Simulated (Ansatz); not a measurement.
BAs:

```
As B
1.0
     0.00000    2.38850    2.38850
     2.38850    0.00000    2.38850
     2.38850    2.38850    0.00000
As B
1 1
Direct
  0.75000 0.75000 0.75000
  0.00000 0.00000 0.00000
```

Base run:

* Program: Ansatz 0.2.0
* Functional: r2SCANh
* Potentials or basis: Ansatz PAW
* Cutoff: 500 eV (not typed: the program's choice for these potentials)
* k mesh: 6 × 6 × 6
* Occupations: fermi-dirac, width 0.05 eV
* Spin: no spin polarisation

Its results: band gap on the k mesh 1.95 eV, indirect (least direct gap 3.99 eV); pressure -0.3 GPa.

**Question.** The run is repeated on the same cell with these changes: functional from r2SCANh to HISS; cutoff from 500 eV (not typed: the program's choice for these potentials) to 420 eV (not typed: the program's choice for these potentials). What comes out?

**Answer.** Band gap on the k mesh 2.27 eV, indirect (least direct gap 4.55 eV); pressure -2.4 GPa.

Caveats: the k mesh misses the band edges, so the gap on the mesh is wider than the one along the path; the PAW data sets come from PBE, with cores solved anew for the run's functional, which leaves a small shift of forces and pressure; the thresholds are loose for stress.
